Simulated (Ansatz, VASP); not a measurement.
# GaSb in two plane-wave programs, part 2 of 4

Wanted: the spread between two codes on one cell, functional and k mesh. The structure shown is the end of the Ansatz relaxation below.

VASP 6.6.1 and Ansatz 0.2.0.

So far: Starting point; Ansatz: relaxation, LDA.

### 3. VASP: single point, LDA, pair 1

Level of this step: LDA; plane waves and PAW (Ga_d, Sb) (VASP).

The same cell, functional (in two slightly different forms), mesh and smearing now go to VASP, with its own data sets.

Lines of VASP's logs that name or quote its potential files are left out, and so is its time.

INCAR

```
SYSTEM = GaSb
PREC = Accurate
ENCUT = 500
EDIFF = 1E-06
NELM = 120
ISMEAR = 0
SIGMA = 0.015
LREAL = .FALSE.
ALGO = Normal
GGA = CA
NBANDS = 15
LORBIT = 11
LWAVE = .FALSE.
LCHARG = .FALSE.
ISIF = 2
ISYM = 2
LASPH = .TRUE.
GGA_COMPAT = .FALSE.
EFERMI = MIDGAP
KPAR = 2
```

POSCAR

```
GaSb
1.0
    0.0000000000      2.9338232546      3.1068662022
    2.9338232546      0.0000000000      3.1068662022
    2.9338232546      2.9338232546      0.0000000000
Ga Sb
1 1
Direct
    0.0000167099      0.0000167099      0.0000005477
    0.7499832901      0.7499832901      0.7499994523
```

KPOINTS

```
Points of the shifted mesh
1728
Reciprocal
 0.0416666667  0.0416666667  0.0416666667 1
 0.0416666667  0.0416666667  0.1250000000 1
 0.0416666667  0.0416666667  0.2083333333 1
 0.0416666667  0.0416666667  0.2916666667 1
 0.0416666667  0.0416666667  0.3750000000 1
 0.0416666667  0.0416666667  0.4583333333 1
 0.0416666667  0.0416666667  0.5416666667 1
 0.0416666667  0.0416666667  0.6250000000 1
 0.0416666667  0.0416666667  0.7083333333 1
 0.0416666667  0.0416666667  0.7916666667 1
 0.0416666667  0.0416666667  0.8750000000 1
 0.0416666667  0.0416666667  0.9583333333 1
 0.0416666667  0.1250000000  0.0416666667 1
 0.0416666667  0.1250000000  0.1250000000 1
 0.0416666667  0.1250000000  0.2083333333 1
 0.0416666667  0.1250000000  0.2916666667 1
 0.0416666667  0.1250000000  0.3750000000 1
 0.0416666667  0.1250000000  0.4583333333 1
 0.0416666667  0.1250000000  0.5416666667 1
 0.0416666667  0.1250000000  0.6250000000 1
 0.0416666667  0.1250000000  0.7083333333 1
 0.0416666667  0.1250000000  0.7916666667 1
 0.0416666667  0.1250000000  0.8750000000 1
 0.0416666667  0.1250000000  0.9583333333 1
 0.0416666667  0.2083333333  0.0416666667 1
 0.0416666667  0.2083333333  0.1250000000 1
 0.0416666667  0.2083333333  0.2083333333 1
 0.0416666667  0.2083333333  0.2916666667 1
 0.0416666667  0.2083333333  0.3750000000 1
 0.0416666667  0.2083333333  0.4583333333 1
 0.0416666667  0.2083333333  0.5416666667 1
 0.0416666667  0.2083333333  0.6250000000 1
 0.0416666667  0.2083333333  0.7083333333 1
 0.0416666667  0.2083333333  0.7916666667 1
 0.0416666667  0.2083333333  0.8750000000 1
 0.0416666667  0.2083333333  0.9583333333 1
 0.0416666667  0.2916666667  0.0416666667 1
 0.0416666667  0.2916666667  0.1250000000 1
 0.0416666667  0.2916666667  0.2083333333 1
 0.0416666667  0.2916666667  0.2916666667 1
 0.0416666667  0.2916666667  0.3750000000 1
 0.0416666667  0.2916666667  0.4583333333 1
 0.0416666667  0.2916666667  0.5416666667 1
 0.0416666667  0.2916666667  0.6250000000 1
 0.0416666667  0.2916666667  0.7083333333 1
 0.0416666667  0.2916666667  0.7916666667 1
 0.0416666667  0.2916666667  0.8750000000 1
 0.0416666667  0.2916666667  0.9583333333 1
 0.0416666667  0.3750000000  0.0416666667 1
 0.0416666667  0.3750000000  0.1250000000 1
 0.0416666667  0.3750000000  0.2083333333 1
 0.0416666667  0.3750000000  0.2916666667 1
 0.0416666667  0.3750000000  0.3750000000 1
 0.0416666667  0.3750000000  0.4583333333 1
 0.0416666667  0.3750000000  0.5416666667 1
 0.0416666667  0.3750000000  0.6250000000 1
 0.0416666667  0.3750000000  0.7083333333 1
 0.0416666667  0.3750000000  0.7916666667 1
 0.0416666667  0.3750000000  0.8750000000 1
 0.0416666667  0.3750000000  0.9583333333 1
 0.0416666667  0.4583333333  0.0416666667 1
 0.0416666667  0.4583333333  0.1250000000 1
 0.0416666667  0.4583333333  0.2083333333 1
 0.0416666667  0.4583333333  0.2916666667 1
 0.0416666667  0.4583333333  0.3750000000 1
 0.0416666667  0.4583333333  0.4583333333 1
 0.0416666667  0.4583333333  0.5416666667 1
 0.0416666667  0.4583333333  0.6250000000 1
 0.0416666667  0.4583333333  0.7083333333 1
 0.0416666667  0.4583333333  0.7916666667 1
 0.0416666667  0.4583333333  0.8750000000 1
 0.0416666667  0.4583333333  0.9583333333 1
 0.0416666667  0.5416666667  0.0416666667 1
 0.0416666667  0.5416666667  0.1250000000 1
 0.0416666667  0.5416666667  0.2083333333 1
 0.0416666667  0.5416666667  0.2916666667 1
 0.0416666667  0.5416666667  0.3750000000 1
 0.0416666667  0.5416666667  0.4583333333 1
 0.0416666667  0.5416666667  0.5416666667 1
 0.0416666667  0.5416666667  0.6250000000 1
 0.0416666667  0.5416666667  0.7083333333 1
 0.0416666667  0.5416666667  0.7916666667 1
 0.0416666667  0.5416666667  0.8750000000 1
 0.0416666667  0.5416666667  0.9583333333 1
 0.0416666667  0.6250000000  0.0416666667 1
 0.0416666667  0.6250000000  0.1250000000 1
 0.0416666667  0.6250000000  0.2083333333 1
 0.0416666667  0.6250000000  0.2916666667 1
 0.0416666667  0.6250000000  0.3750000000 1
 0.0416666667  0.6250000000  0.4583333333 1
 0.0416666667  0.6250000000  0.5416666667 1
 0.0416666667  0.6250000000  0.6250000000 1
 0.0416666667  0.6250000000  0.7083333333 1
 0.0416666667  0.6250000000  0.7916666667 1
 0.0416666667  0.6250000000  0.8750000000 1
 0.0416666667  0.6250000000  0.9583333333 1
 0.0416666667  0.7083333333  0.0416666667 1
 0.0416666667  0.7083333333  0.1250000000 1
 0.0416666667  0.7083333333  0.2083333333 1
 0.0416666667  0.7083333333  0.2916666667 1
 0.0416666667  0.7083333333  0.3750000000 1
 0.0416666667  0.7083333333  0.4583333333 1
 0.0416666667  0.7083333333  0.5416666667 1
 0.0416666667  0.7083333333  0.6250000000 1
 0.0416666667  0.7083333333  0.7083333333 1
 0.0416666667  0.7083333333  0.7916666667 1
 0.0416666667  0.7083333333  0.8750000000 1
 0.0416666667  0.7083333333  0.9583333333 1
 0.0416666667  0.7916666667  0.0416666667 1
 0.0416666667  0.7916666667  0.1250000000 1
 0.0416666667  0.7916666667  0.2083333333 1
 0.0416666667  0.7916666667  0.2916666667 1
[... 1390 lines left out ...]
 0.8750000000  0.4583333333  0.1250000000 1
 0.8750000000  0.4583333333  0.2083333333 1
 0.8750000000  0.4583333333  0.2916666667 1
 0.8750000000  0.4583333333  0.3750000000 1
 0.8750000000  0.4583333333  0.4583333333 1
 0.8750000000  0.4583333333  0.5416666667 1
 0.8750000000  0.4583333333  0.6250000000 1
 0.8750000000  0.4583333333  0.7083333333 1
 0.8750000000  0.4583333333  0.7916666667 1
 0.8750000000  0.4583333333  0.8750000000 1
 0.8750000000  0.4583333333  0.9583333333 1
 0.8750000000  0.5416666667  0.0416666667 1
 0.8750000000  0.5416666667  0.1250000000 1
 0.8750000000  0.5416666667  0.2083333333 1
 0.8750000000  0.5416666667  0.2916666667 1
 0.8750000000  0.5416666667  0.3750000000 1
 0.8750000000  0.5416666667  0.4583333333 1
 0.8750000000  0.5416666667  0.5416666667 1
 0.8750000000  0.5416666667  0.6250000000 1
 0.8750000000  0.5416666667  0.7083333333 1
 0.8750000000  0.5416666667  0.7916666667 1
 0.8750000000  0.5416666667  0.8750000000 1
 0.8750000000  0.5416666667  0.9583333333 1
 0.8750000000  0.6250000000  0.0416666667 1
 0.8750000000  0.6250000000  0.1250000000 1
 0.8750000000  0.6250000000  0.2083333333 1
 0.8750000000  0.6250000000  0.2916666667 1
 0.8750000000  0.6250000000  0.3750000000 1
 0.8750000000  0.6250000000  0.4583333333 1
 0.8750000000  0.6250000000  0.5416666667 1
 0.8750000000  0.6250000000  0.6250000000 1
 0.8750000000  0.6250000000  0.7083333333 1
 0.8750000000  0.6250000000  0.7916666667 1
 0.8750000000  0.6250000000  0.8750000000 1
 0.8750000000  0.6250000000  0.9583333333 1
 0.8750000000  0.7083333333  0.0416666667 1
 0.8750000000  0.7083333333  0.1250000000 1
 0.8750000000  0.7083333333  0.2083333333 1
 0.8750000000  0.7083333333  0.2916666667 1
 0.8750000000  0.7083333333  0.3750000000 1
 0.8750000000  0.7083333333  0.4583333333 1
 0.8750000000  0.7083333333  0.5416666667 1
 0.8750000000  0.7083333333  0.6250000000 1
 0.8750000000  0.7083333333  0.7083333333 1
 0.8750000000  0.7083333333  0.7916666667 1
 0.8750000000  0.7083333333  0.8750000000 1
 0.8750000000  0.7083333333  0.9583333333 1
 0.8750000000  0.7916666667  0.0416666667 1
 0.8750000000  0.7916666667  0.1250000000 1
 0.8750000000  0.7916666667  0.2083333333 1
 0.8750000000  0.7916666667  0.2916666667 1
 0.8750000000  0.7916666667  0.3750000000 1
 0.8750000000  0.7916666667  0.4583333333 1
 0.8750000000  0.7916666667  0.5416666667 1
 0.8750000000  0.7916666667  0.6250000000 1
 0.8750000000  0.7916666667  0.7083333333 1
 0.8750000000  0.7916666667  0.7916666667 1
 0.8750000000  0.7916666667  0.8750000000 1
 0.8750000000  0.7916666667  0.9583333333 1
 0.8750000000  0.8750000000  0.0416666667 1
 0.8750000000  0.8750000000  0.1250000000 1
 0.8750000000  0.8750000000  0.2083333333 1
 0.8750000000  0.8750000000  0.2916666667 1
 0.8750000000  0.8750000000  0.3750000000 1
 0.8750000000  0.8750000000  0.4583333333 1
 0.8750000000  0.8750000000  0.5416666667 1
 0.8750000000  0.8750000000  0.6250000000 1
 0.8750000000  0.8750000000  0.7083333333 1
 0.8750000000  0.8750000000  0.7916666667 1
 0.8750000000  0.8750000000  0.8750000000 1
 0.8750000000  0.8750000000  0.9583333333 1
 0.8750000000  0.9583333333  0.0416666667 1
 0.8750000000  0.9583333333  0.1250000000 1
 0.8750000000  0.9583333333  0.2083333333 1
 0.8750000000  0.9583333333  0.2916666667 1
 0.8750000000  0.9583333333  0.3750000000 1
 0.8750000000  0.9583333333  0.4583333333 1
 0.8750000000  0.9583333333  0.5416666667 1
 0.8750000000  0.9583333333  0.6250000000 1
 0.8750000000  0.9583333333  0.7083333333 1
 0.8750000000  0.9583333333  0.7916666667 1
 0.8750000000  0.9583333333  0.8750000000 1
 0.8750000000  0.9583333333  0.9583333333 1
 0.9583333333  0.0416666667  0.0416666667 1
 0.9583333333  0.0416666667  0.1250000000 1
 0.9583333333  0.0416666667  0.2083333333 1
 0.9583333333  0.0416666667  0.2916666667 1
 0.9583333333  0.0416666667  0.3750000000 1
 0.9583333333  0.0416666667  0.4583333333 1
 0.9583333333  0.0416666667  0.5416666667 1
 0.9583333333  0.0416666667  0.6250000000 1
 0.9583333333  0.0416666667  0.7083333333 1
 0.9583333333  0.0416666667  0.7916666667 1
 0.9583333333  0.0416666667  0.8750000000 1
 0.9583333333  0.0416666667  0.9583333333 1
 0.9583333333  0.1250000000  0.0416666667 1
 0.9583333333  0.1250000000  0.1250000000 1
 0.9583333333  0.1250000000  0.2083333333 1
 0.9583333333  0.1250000000  0.2916666667 1
 0.9583333333  0.1250000000  0.3750000000 1
 0.9583333333  0.1250000000  0.4583333333 1
 0.9583333333  0.1250000000  0.5416666667 1
 0.9583333333  0.1250000000  0.6250000000 1
 0.9583333333  0.1250000000  0.7083333333 1
 0.9583333333  0.1250000000  0.7916666667 1
 0.9583333333  0.1250000000  0.8750000000 1
 0.9583333333  0.1250000000  0.9583333333 1
 0.9583333333  0.2083333333  0.0416666667 1
 0.9583333333  0.2083333333  0.1250000000 1
 0.9583333333  0.2083333333  0.2083333333 1
 0.9583333333  0.2083333333  0.2916666667 1
 0.9583333333  0.2083333333  0.3750000000 1
 0.9583333333  0.2083333333  0.4583333333 1
 0.9583333333  0.2083333333  0.5416666667 1
 0.9583333333  0.2083333333  0.6250000000 1
 0.9583333333  0.2083333333  0.7083333333 1
 0.9583333333  0.2083333333  0.7916666667 1
 0.9583333333  0.2083333333  0.8750000000 1
 0.9583333333  0.2083333333  0.9583333333 1
 0.9583333333  0.2916666667  0.0416666667 1
 0.9583333333  0.2916666667  0.1250000000 1
 0.9583333333  0.2916666667  0.2083333333 1
 0.9583333333  0.2916666667  0.2916666667 1
 0.9583333333  0.2916666667  0.3750000000 1
 0.9583333333  0.2916666667  0.4583333333 1
 0.9583333333  0.2916666667  0.5416666667 1
 0.9583333333  0.2916666667  0.6250000000 1
 0.9583333333  0.2916666667  0.7083333333 1
 0.9583333333  0.2916666667  0.7916666667 1
 0.9583333333  0.2916666667  0.8750000000 1
 0.9583333333  0.2916666667  0.9583333333 1
 0.9583333333  0.3750000000  0.0416666667 1
 0.9583333333  0.3750000000  0.1250000000 1
 0.9583333333  0.3750000000  0.2083333333 1
 0.9583333333  0.3750000000  0.2916666667 1
 0.9583333333  0.3750000000  0.3750000000 1
 0.9583333333  0.3750000000  0.4583333333 1
 0.9583333333  0.3750000000  0.5416666667 1
 0.9583333333  0.3750000000  0.6250000000 1
 0.9583333333  0.3750000000  0.7083333333 1
 0.9583333333  0.3750000000  0.7916666667 1
 0.9583333333  0.3750000000  0.8750000000 1
 0.9583333333  0.3750000000  0.9583333333 1
 0.9583333333  0.4583333333  0.0416666667 1
 0.9583333333  0.4583333333  0.1250000000 1
 0.9583333333  0.4583333333  0.2083333333 1
 0.9583333333  0.4583333333  0.2916666667 1
 0.9583333333  0.4583333333  0.3750000000 1
 0.9583333333  0.4583333333  0.4583333333 1
 0.9583333333  0.4583333333  0.5416666667 1
 0.9583333333  0.4583333333  0.6250000000 1
 0.9583333333  0.4583333333  0.7083333333 1
 0.9583333333  0.4583333333  0.7916666667 1
 0.9583333333  0.4583333333  0.8750000000 1
 0.9583333333  0.4583333333  0.9583333333 1
 0.9583333333  0.5416666667  0.0416666667 1
 0.9583333333  0.5416666667  0.1250000000 1
 0.9583333333  0.5416666667  0.2083333333 1
 0.9583333333  0.5416666667  0.2916666667 1
 0.9583333333  0.5416666667  0.3750000000 1
 0.9583333333  0.5416666667  0.4583333333 1
 0.9583333333  0.5416666667  0.5416666667 1
 0.9583333333  0.5416666667  0.6250000000 1
 0.9583333333  0.5416666667  0.7083333333 1
 0.9583333333  0.5416666667  0.7916666667 1
 0.9583333333  0.5416666667  0.8750000000 1
 0.9583333333  0.5416666667  0.9583333333 1
 0.9583333333  0.6250000000  0.0416666667 1
 0.9583333333  0.6250000000  0.1250000000 1
 0.9583333333  0.6250000000  0.2083333333 1
 0.9583333333  0.6250000000  0.2916666667 1
 0.9583333333  0.6250000000  0.3750000000 1
 0.9583333333  0.6250000000  0.4583333333 1
 0.9583333333  0.6250000000  0.5416666667 1
 0.9583333333  0.6250000000  0.6250000000 1
 0.9583333333  0.6250000000  0.7083333333 1
 0.9583333333  0.6250000000  0.7916666667 1
 0.9583333333  0.6250000000  0.8750000000 1
 0.9583333333  0.6250000000  0.9583333333 1
 0.9583333333  0.7083333333  0.0416666667 1
 0.9583333333  0.7083333333  0.1250000000 1
 0.9583333333  0.7083333333  0.2083333333 1
 0.9583333333  0.7083333333  0.2916666667 1
 0.9583333333  0.7083333333  0.3750000000 1
 0.9583333333  0.7083333333  0.4583333333 1
 0.9583333333  0.7083333333  0.5416666667 1
 0.9583333333  0.7083333333  0.6250000000 1
 0.9583333333  0.7083333333  0.7083333333 1
 0.9583333333  0.7083333333  0.7916666667 1
 0.9583333333  0.7083333333  0.8750000000 1
 0.9583333333  0.7083333333  0.9583333333 1
 0.9583333333  0.7916666667  0.0416666667 1
 0.9583333333  0.7916666667  0.1250000000 1
 0.9583333333  0.7916666667  0.2083333333 1
 0.9583333333  0.7916666667  0.2916666667 1
 0.9583333333  0.7916666667  0.3750000000 1
 0.9583333333  0.7916666667  0.4583333333 1
 0.9583333333  0.7916666667  0.5416666667 1
 0.9583333333  0.7916666667  0.6250000000 1
 0.9583333333  0.7916666667  0.7083333333 1
 0.9583333333  0.7916666667  0.7916666667 1
 0.9583333333  0.7916666667  0.8750000000 1
 0.9583333333  0.7916666667  0.9583333333 1
 0.9583333333  0.8750000000  0.0416666667 1
 0.9583333333  0.8750000000  0.1250000000 1
 0.9583333333  0.8750000000  0.2083333333 1
 0.9583333333  0.8750000000  0.2916666667 1
 0.9583333333  0.8750000000  0.3750000000 1
 0.9583333333  0.8750000000  0.4583333333 1
 0.9583333333  0.8750000000  0.5416666667 1
 0.9583333333  0.8750000000  0.6250000000 1
 0.9583333333  0.8750000000  0.7083333333 1
 0.9583333333  0.8750000000  0.7916666667 1
 0.9583333333  0.8750000000  0.8750000000 1
 0.9583333333  0.8750000000  0.9583333333 1
 0.9583333333  0.9583333333  0.0416666667 1
 0.9583333333  0.9583333333  0.1250000000 1
 0.9583333333  0.9583333333  0.2083333333 1
 0.9583333333  0.9583333333  0.2916666667 1
 0.9583333333  0.9583333333  0.3750000000 1
 0.9583333333  0.9583333333  0.4583333333 1
 0.9583333333  0.9583333333  0.5416666667 1
 0.9583333333  0.9583333333  0.6250000000 1
 0.9583333333  0.9583333333  0.7083333333 1
 0.9583333333  0.9583333333  0.7916666667 1
 0.9583333333  0.9583333333  0.8750000000 1
 0.9583333333  0.9583333333  0.9583333333 1
```

PAW data sets: Ga_d and Sb (LDA family, release 64).

The run is started by

```sh
$ mpirun -np 2 vasp_std
```

Log:

```text
[banner, memory and clock lines left out]
running    2 mpi-ranks, on    1 nodes
 distrk:  each k-point on    1 cores,    2 groups
 distr:  one band on    1 cores,    1 groups

 POSCAR found type information on POSCAR GaSb
 POSCAR found :  2 types and       2 ions
 LDA part: xc-table for (Slater(with rela. corr.)+CA(PZ))
 , standard interpolation
 POSCAR, INCAR and KPOINTS ok, starting setup
 FFT: planning ... GRIDC
 FFT: planning ... GRID_SOFT
 FFT: planning ... GRID
 WAVECAR not read
 entering main loop
       N       E                     dE             d eps       ncg     rms          rms(c)
DAV:   1     0.816657241665E+02    0.81666E+02   -0.85345E+03 52525   0.147E+03
DAV:   2    -0.239368928851E+01   -0.84059E+02   -0.81107E+02 60611   0.305E+02
DAV:   3    -0.866452955751E+01   -0.62708E+01   -0.62513E+01 61927   0.684E+01
DAV:   4    -0.877711742130E+01   -0.11259E+00   -0.11257E+00 64897   0.104E+01
DAV:   5    -0.877977878993E+01   -0.26614E-02   -0.26613E-02 66210   0.139E+00    0.357E+00
DAV:   6    -0.868164248315E+01    0.98136E-01   -0.78755E-02 77730   0.463E+00    0.209E+00
DAV:   7    -0.864201736174E+01    0.39625E-01   -0.58543E-02 59841   0.196E+00    0.303E-01
DAV:   8    -0.864183411947E+01    0.18324E-03   -0.50919E-03 65122   0.884E-01    0.112E-01
DAV:   9    -0.864190153492E+01   -0.67415E-04   -0.36533E-04 61437   0.167E-01    0.429E-02
DAV:  10    -0.864189304229E+01    0.84926E-05   -0.18311E-05 67032   0.371E-02    0.142E-02
DAV:  11    -0.864189514098E+01   -0.20987E-05   -0.43658E-06 60422   0.193E-02    0.552E-03
DAV:  12    -0.864189509879E+01    0.42198E-07   -0.20534E-07 38548   0.349E-03
   1 F= -.86418951E+01 E0= -.86418951E+01  d E =-.333274E-52
```

OUTCAR, selected parts (step 3):

```text
ion  position               nearest neighbor table
   1  0.000  0.000  0.000-   2 2.59   2 2.59   2 2.59   2 2.59
   2  0.750  0.750  0.750-   1 2.59   1 2.59   1 2.59   1 2.59

  LATTYP: Found a body centered tetragonal cell.
 ALAT       =     4.1490526363
 C/A-ratio  =     1.4976267956

 Subroutine GETGRP returns: Found  2 space group operations
 (whereof  2 operations were pure point group operations)

The static configuration has the point symmetry C_1h.

   k-points           NKPTS =   1728   k-points in BZ     NKDIM =   1728   number of bands    NBANDS=     15

   dimension x,y,z NGX =    32 NGY =   32 NGZ =   30
   dimension x,y,z NGXF=    64 NGYF=   64 NGZF=   60

   ENCUT  =  500.0 eV  36.75 Ry    6.06 a.u.   7.79  7.79  7.56*2*pi/ulx,y,z

   NELECT =      18.0000    total number of electrons

 k-points in reciprocal lattice and weights: Points of the shifted mesh
   0.04166667  0.04166667  0.04166667       0.001
   0.04166667  0.04166667  0.12500000       0.001
   0.04166667  0.04166667  0.20833333       0.001
   0.04166667  0.04166667  0.29166667       0.001
   0.04166667  0.04166667  0.37500000       0.001
   0.04166667  0.04166667  0.45833333       0.001
   0.04166667  0.04166667  0.54166667       0.001
   0.04166667  0.04166667  0.62500000       0.001
   0.04166667  0.04166667  0.70833333       0.001
[...]
0.95833333  0.95833333  0.87500000       0.001
   0.95833333  0.95833333  0.95833333       0.001

 average (electrostatic) potential at core
       1 -66.2773       2 -88.0058

 E-fermi :   5.6542

 k-point     1 :       0.0417    0.0417    0.0417
  band No.  band energies     occupation
    ...
      5      -9.8240      2.00000
      6      -6.5771      2.00000
      7       4.8152      2.00000
      8       5.2799      2.00000
      9       5.4969      2.00000
     10       6.1734      0.00000
     11       8.1331      0.00000
     12       8.1479      0.00000
     13       8.3410      0.00000
     14      11.2140      0.00000
    ...

 k-point     2 :       0.0417    0.0417    0.1250
  band No.  band energies     occupation
    ...
      5      -9.8238      2.00000
      6      -6.4706      2.00000
      7       3.8371      2.00000
      8       4.7711      2.00000
      9       5.4507      2.00000
     10       6.6987      0.00000
     11       8.1856      0.00000
     12       8.2486      0.00000
     13       9.0127      0.00000
     14      11.7787      0.00000
    ...

 k-point     3 :       0.0417    0.0417    0.2083
  band No.  band energies     occupation
    ...
      5      -9.8236      2.00000
      6      -6.2151      2.00000
      7       2.3662      2.00000
      8       4.4023      2.00000
      9       5.2021      2.00000
     10       6.6506      0.00000
     11       8.6252      0.00000
     12       8.7091      0.00000
     13       9.9271      0.00000
     14      12.5408      0.00000
    ...

  Total        1.0847916      1.0847916      0.0762860     -0.0024474     -0.0009780     -0.0009780
  in kB       32.4964909     32.4964909      2.2852578     -0.0733160     -0.0292968     -0.0292960
  external PRESSURE =      22.4260799 kB  Pullay stress =       0.0000000 kB

  energy-cutoff  :      500.00
  volume of cell :       53.48
      direct lattice vectors                 reciprocal lattice vectors
     0.000000000  2.933823255  3.106866202    -0.170426081  0.170426081  0.160933870
     2.933823255  0.000000000  3.106866202     0.170426081 -0.170426081  0.160933870
     2.933823255  2.933823255  0.000000000     0.170426081  0.170426081 -0.160933870

 POSITION                                       TOTAL-FORCE (eV/Angst)
 -----------------------------------------------------------------------------------
      0.00005      0.00005      0.00010        -0.000056     -0.000056     -0.000205
      4.40068      4.40068      4.66020         0.000056      0.000056      0.000205
 -----------------------------------------------------------------------------------
    total drift:                                0.000027      0.000027     -0.000022

  FREE ENERGIE OF THE ION-ELECTRON SYSTEM (eV)
  ---------------------------------------------------
  free  energy   TOTEN  =        -8.6418950988 eV

  energy  without entropy=       -8.6418950988  energy(sigma->0) =       -8.64189510

 total charge
# of ion       s       p       d       tot
------------------------------------------
    1        0.921   0.831   9.970  11.722
    2        1.133   1.385   0.034   2.553
--------------------------------------------------
tot          2.054   2.217  10.004  14.275

[... 3 further parts left out ...]
```

The run ends at a pressure of 2.24 GPa, with forces up to 2.2e-4 eV/Å.

(Continued in part 3 of 4.)

[Lines on the potential files, build, host, timing and source positions are cut from VASP's logs without a mark.]

[Logs are printed without paths, hosts, clocks, repeated set-up lines and the standing remarks that a program may print on its own settings, such as how far it seeks lower states.]

[Hosts, paths, dates, database ids (printed as entryN), source tags and the programs' standing remarks are cut or masked in the printed files.]
